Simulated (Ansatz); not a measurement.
An ordered 4-atom cell of CSi on the diamond lattice (R-3m), relaxed with r2SCAN: space group R-3m (No. 166), trigonal; a = 3.083 Å, c = 15.964 Å in the conventional setting, 10.95 Å³ an atom. C is surrounded by 1 C at 1.62 Å and 3 Si at 1.90 Å; Si is surrounded by 3 C at 1.90 Å and 1 Si at 2.38 Å. One-shot G0W0@PBE in the PAW code Ansatz on a 6×6×6 mesh (contour deformation, no spin-orbit coupling), from a PBE gap of 0.485 eV over the mesh points (the G0W0 gap is indirect on the mesh); the number N of bands summed and the screening cutoff rise together. No spin polarisation. The prototype was imposed, so other structures may be more stable.

| N | cutoff (eV) | 1000/N | G0W0 gap (eV) |
| --- | --- | --- | --- |
| 79 | 80 | 12.658 | 0.915 |
| 172 | 140 | 5.814 | 1.126 |

Lay a straight line in 1000/N through these rows.
The slope is -0.0308 eV per unit of 1000/N and the intercept 1.305 eV.

Predict the gap at N = 310 (210 eV).
1.305 + (-0.0308) × 3.226 = 1.206 eV; the run gives 1.224 eV, +0.018 eV from the line.

With that run's result added, what limit do the last two rows suggest?
Their slope is (1.224 − 1.126)/(3.226 − 5.814) = -0.0379, which meets 1/N = 0 at 1.35 eV, against 1.305 eV from the first line. The slope steepens, so 1/N isn't yet asymptotic and the true limit probably lies higher still; the k mesh isn't extrapolated.
